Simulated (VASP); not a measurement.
# GaN (P6_3mc) in VASP: a series of runs, part 3 of 3

VASP 6.6.1.

## 4. Single point, PBE

File INCAR:

```
PREC = Accurate
ENCUT = 450
EDIFF = 0.001
ISMEAR = 0
SIGMA = 0.05
LREAL = F
LASPH = T
NELM = 100
ALGO = Normal
ISIF = 2
LWAVE = F
LCHARG = F
GGA = PE
ADDGRID = F
```

File KPOINTS:

```
Automatic mesh
0
Gamma
  5 5 3
```

File POSCAR:

```
GaN
1.0
    3.1800000000      0.0000000000      0.0000000000
   -1.5900000000      2.7539607840      0.0000000000
    0.0000000000      0.0000000000      5.1660000000
Ga N
2 2
Direct
    0.6666666667      0.3333333333      0.5000000000
    0.3333333333      0.6666666667      0.0000000000
    0.6666666667      0.3333333333      0.8750000000
    0.3333333333      0.6666666667      0.3750000000
```

Potentials or basis: VASP PAW PBE potentials, release 64 (Ga, N).

Command:

```
> cat potpaw_PBE.64/Ga/POTCAR potpaw_PBE.64/N/POTCAR > POTCAR
> mpirun -np 1 vasp_std > vasp.out
```

OUTCAR:

```text
PREC = Accurate
   ENCUT = 450
   EDIFF = 0.001
   ISMEAR = 0
   LREAL = F
   LASPH = T
   NELM = 100
   ISIF = 2
   GGA = PE

 Found     10 irreducible k-points:

 Following reciprocal coordinates:
            Coordinates               Weight
  0.000000  0.000000  0.000000      1.000000
  0.200000  0.000000  0.000000      6.000000
  0.400000  0.000000  0.000000      6.000000
  0.200000  0.200000  0.000000      6.000000
  0.400000  0.200000  0.000000      6.000000
  0.000000  0.000000  0.333333      2.000000
   k-points           NKPTS =     10   k-points in BZ     NKDIM =     10   number of bands    NBANDS=     12
   number of dos      NEDOS =    301   number of ions     NIONS =      4
   total plane-waves  NPLWV =  20736
   dimension x,y,z NGX =    24 NGY =   24 NGZ =   36
   dimension x,y,z NGXF=    48 NGYF=   48 NGZF=   72
   ions per type =               2   2
   NGX,Y,Z   is equivalent  to a cutoff of  12.55, 12.55, 11.59 a.u.
   NGXF,Y,Z  is equivalent  to a cutoff of  25.09, 25.09, 23.17 a.u.
 SYSTEM =  unknown system
   PREC   = accura    normal or accurate (medium, high low for compatibility)
   ISTART =      0    job   : 0-new  1-cont  2-samecut
   ICHARG =      2    charge: 1-file 2-atom 10-const
   ISPIN  =      1    spin polarized calculation?
   LNONCOLLINEAR =      F non collinear calculations
   LSORBIT =      F    spin-orbit coupling
   LASPH  =      T    aspherical Exc in radial PAW
   ENCUT  =  450.0 eV  33.07 Ry    5.75 a.u.   5.50  5.50  8.94*2*pi/ulx,y,z
   NELM   =    100;   NELMIN=  2; NELMDL= -5     # of ELM steps
   EDIFF  = 0.1E-02   stopping-criterion for ELM
   LREAL  =      F    real-space projection
   EDIFFG = 0.1E-01   stopping-criterion for IOM
   NSW    =      0    number of steps for IOM
   IBRION =     -1    ionic relax: 0-MD 1-quasi-New 2-CG
   NFREE  =      0    steps in history (QN), initial steepest desc. (CG)
   ISIF   =      2    stress and relaxation
   ISYM   =      2    0-nonsym 1-usesym 2-fastsym
   POTIM  = 0.5000    time-step for ionic-motion
   TEBEG  =    0.0;   TEEND  =   0.0 temperature during run
   PSTRESS=    0.0 pullay stress
   NELECT =      16.0000    total number of electrons
   NUPDOWN=      -1.0000    fix difference up-down
   EMIN   =  10.00;   EMAX   =-10.00  energy-range for DOS
   EFERMI =   0.00;   METHOD = LEGACY
   ISMEAR =     0;   SIGMA  =   0.05  broadening in eV -4-tet -1-fermi 0-gaus
   EFERMI_NEDOS =   21; number of points for ismear=-14 and -15
   IALGO  =     38    algorithm
   IMIX   =      4    mixing-type and parameters
     AMIX     =   0.40;   BMIX     =  1.00
     AMIX_MAG =   1.60;   BMIX_MAG =  1.00
  volume/ion in A,a.u.               =      11.31        76.33
  Fermi-wavevector in a.u.,A,eV,Ry     =   1.157715  2.187764 18.235949  1.340304
  Thomas-Fermi vector in A             =   2.294324
   LORBIT       =      0    0 simple, 1 ext, 2 COOP (PROOUT), +10 PAW based schemes
   GGA     = PE    functional components
   LHFCALC =     F    Hartree Fock is set to
   AEXX    =    0.0000 exact exchange contribution
   IVDW    =     0    specifies the selected vdW correction
   LEPSILON=     F    determine dielectric tensor
   LRPA    =     F    only Hartree local field effects (RPA)
 non-spin polarized calculation
 Gauss-broadening in eV      SIGMA  =   0.05
  energy-cutoff  :      450.00
  volume of cell :       45.24
 maximum number of plane-waves:      1002
 NGX is ok and might be reduce to    24
   NGX = 11   NGY = 11   NGZ = 17

 number of electron      15.9999999 magnetization

 Free energy of the ion-electron system (eV)
  ---------------------------------------------------
  ext. energy  EPLUGINS =         0.00000000
  ---------------------------------------------------
  free energy    TOTEN  =       -24.20810292 eV

  energy without entropy =      -24.20810292  energy(sigma->0) =      -24.20810292

 E-fermi :   3.3587     XC(G=0): -10.9098

 val. band max:        3.0869960445   @ k =   0.0000   0.0000   0.0000
 cond. band min:       5.1333139596   @ k =   0.0000   0.0000   0.0000
 fundamental gap:      2.0463179151
 Fermi energy:         3.3587181534

 k-point     1 :       0.0000    0.0000    0.0000
  band No.  band energies     occupation
      1     -12.9130      2.00000
      2     -10.4945      2.00000
      3      -3.9949      2.00000
      4       2.0383      2.00000
      5       2.0383      2.00000
      6       3.0280      2.00000
      7       3.0870      2.00000
      8       3.0870      2.00000
      9       5.1333      0.00000
     10       7.4938      0.00000
     11      12.4149      0.00000
     12      13.1261      0.00000

 k-point     2 :       0.2000    0.0000    0.0000
  band No.  band energies     occupation
      1     -12.3732      2.00000
      2     -10.1610      2.00000
      3      -3.4484      2.00000
      4      -0.1972      2.00000
      5       0.8663      2.00000
      6       1.3538      2.00000
      7       2.6020      2.00000
      8       2.7580      2.00000
      9       7.0156      0.00000
     10       9.0318      0.00000
     11      11.0087      0.00000
     12      11.9598      0.00000

 k-point     3 :       0.4000    0.0000    0.0000
  band No.  band energies     occupation
      1     -11.0511      2.00000
      2      -9.7336      2.00000
      3      -3.1113      2.00000
      4      -1.9332      2.00000
      5      -1.3467      2.00000
      6       0.4844      2.00000
      7       1.2743      2.00000
      8       2.2060      2.00000
      9       8.2414      0.00000
     10       8.8454      0.00000
     11       9.4733      0.00000
     12      11.7577      0.00000

 k-point     4 :       0.2000    0.2000    0.0000
  band No.  band energies     occupation
      1     -11.4134      2.00000
      2      -9.7493      2.00000
      3      -2.6983      2.00000
      4      -1.3558      2.00000
      5      -1.3187      2.00000
      6       0.0913      2.00000
      7       1.6419      2.00000
      8       1.7739      2.00000
      9       8.8667      0.00000
     10       9.7020      0.00000
     11      10.7162      0.00000
     12      10.7961      0.00000

 k-point     5 :       0.4000    0.2000    0.0000
  band No.  band energies     occupation
      1     -10.3581      2.00000
      2      -9.7791      2.00000
      3      -2.9605      2.00000
      4      -2.0606      2.00000
      5      -1.3236      2.00000
      6      -0.5030      2.00000
      7       0.5871      2.00000
      8       0.9412      2.00000
      9       8.6051      0.00000
     10      10.1679      0.00000
     11      10.3270      0.00000
     12      11.6353      0.00000

 k-point     6 :       0.0000    0.0000    0.3333
  band No.  band energies     occupation
      1     -12.4780      2.00000
      2     -11.3391      2.00000
      3      -2.3742      2.00000
      4       0.7390      2.00000
      5       2.2889      2.00000
      6       2.2889      2.00000
      7       2.8129      2.00000
      8       2.8129      2.00000
      9       6.8022      0.00000
     10       7.6279      0.00000
     11      11.8325      0.00000
     12      12.3066      0.00000

 [... further k-points ...]

------------------------ aborting loop because EDIFF is reached ----------------------------------------

  FORCE on cell =-STRESS in cart. coord.  units (eV):
  Direction    XX          YY          ZZ          XY          YZ          ZX
  --------------------------------------------------------------------------------------
  -------------------------------------------------------------------------------------
  Total        3.4080745      3.4080745      3.9611696      0.0000000      0.0000000      0.0000000
  in kB      120.6925296    120.6925296    140.2796748      0.0000000      0.0000000      0.0000000
  external PRESSURE =     127.2215780 kB  Pullay stress =       0.0000000 kB

 VOLUME and BASIS-vectors are now :
 -----------------------------------------------------------------------------
  energy-cutoff  :      450.00
  volume of cell :       45.24
      direct lattice vectors                 reciprocal lattice vectors
     3.180000000  0.000000000  0.000000000     0.314465409  0.181556688  0.000000000
    -1.590000000  2.753960784  0.000000000     0.000000000  0.363113377  0.000000000
     0.000000000  0.000000000  5.166000000     0.000000000  0.000000000  0.193573364

 POSITION                                       TOTAL-FORCE (eV/Angst)
 -----------------------------------------------------------------------------------
      1.59000      0.91799      2.58300        -0.000000     -0.000000     -0.170733
     -0.00000      1.83597      0.00000         0.000000     -0.000000     -0.170733
      1.59000      0.91799      4.52025         0.000000      0.000000      0.170733
     -0.00000      1.83597      1.93725        -0.000000     -0.000000      0.170733
 -----------------------------------------------------------------------------------
    total drift:                               -0.000000     -0.000000     -0.000906

  FREE ENERGIE OF THE ION-ELECTRON SYSTEM (eV)
  ---------------------------------------------------
  free  energy   TOTEN  =       -24.2081029241 eV

  energy  without entropy=      -24.2081029241  energy(sigma->0) =      -24.20810292
```

stdout:

```text
POSCAR found type information on POSCAR GaN
 POSCAR found :  2 types and       4 ions
 scaLAPACK will be used
 LDA part: xc-table for (Slater+PW92), standard interpolation
 POSCAR, INCAR and KPOINTS ok, starting setup
 FFT: planning ... GRIDC
 FFT: planning ... GRID_SOFT
 FFT: planning ... GRID
 WAVECAR not read
 entering main loop
```

Run time: 4.2 s. Hardware: 1 thread of Intel Xeon 6975P-C (Granite Rapids), shared host; peak memory 0.14 GiB.

These settings aren't checked as converged: the numbers below hold their error.

Results:

| Property | Result |
| --- | --- |
| Free energy | -24.2081 eV |
| Largest force | 0.171 eV/Å |
| Band gap on the k mesh | 2.05 eV, direct |

Caveat: the k mesh is coarse (spacing up to 0.46 Å⁻¹), so the values aren't converged; the cutoff is under 1.25 times the usual one of these potentials, so pressure, stress and relaxed cells hold a basis-set (Pulay) error.

## 5. Single point, PBE

INCAR is that of step 4.

KPOINTS is that of step 4.

File POSCAR:

```
GaN
1.0
    3.1800000000      0.0000000000      0.0000000000
   -1.5900000000      2.7539607840      0.0000000000
    0.0000000000      0.0000000000      5.1660000000
Ga N
2 2
Direct
    0.6521390000      0.3316270000      0.5245870000
    0.3764220000      0.6884330000      0.0161300000
    0.6603830000      0.3218970000      0.8783140000
    0.3311160000      0.6688000000      0.3826530000
```

Command:

```
> cat potpaw_PBE.64/Ga/POTCAR potpaw_PBE.64/N/POTCAR > POTCAR
> mpirun -np 1 vasp_std > vasp.out
```

Run time: 6.7 s. Hardware: 1 thread of Intel Xeon 6975P-C (Granite Rapids), shared host; peak memory 0.16 GiB.

The run converged, but some of its settings lie outside the range that counts as converged, so its numbers aren't taken as properties of the crystal.

What came out:

| Property | Result |
| --- | --- |
| Free energy | -23.9289 eV |
| Largest force | 2.696 eV/Å |
| Band gap on the k mesh | 1.84 eV, direct |

Caveat: the k mesh is coarse (spacing up to 0.46 Å⁻¹), so the values aren't converged; the cutoff is under 1.25 times the usual one of these potentials, so pressure, stress and relaxed cells hold a basis-set (Pulay) error.

## 6. The reference run

An earlier run on the cell as given: functional PBEsol; potentials or basis VASP PAW PBE potentials, release 64 (Ga_d, N); cutoff 520 eV; k mesh 10 × 10 × 5; occupations fermi-dirac, width 0.05 eV; no spin polarisation.

* Pressure: 0.8 GPa
* Largest force: 0.131 eV/Å
* Band gap on the k mesh: 1.93 eV, direct
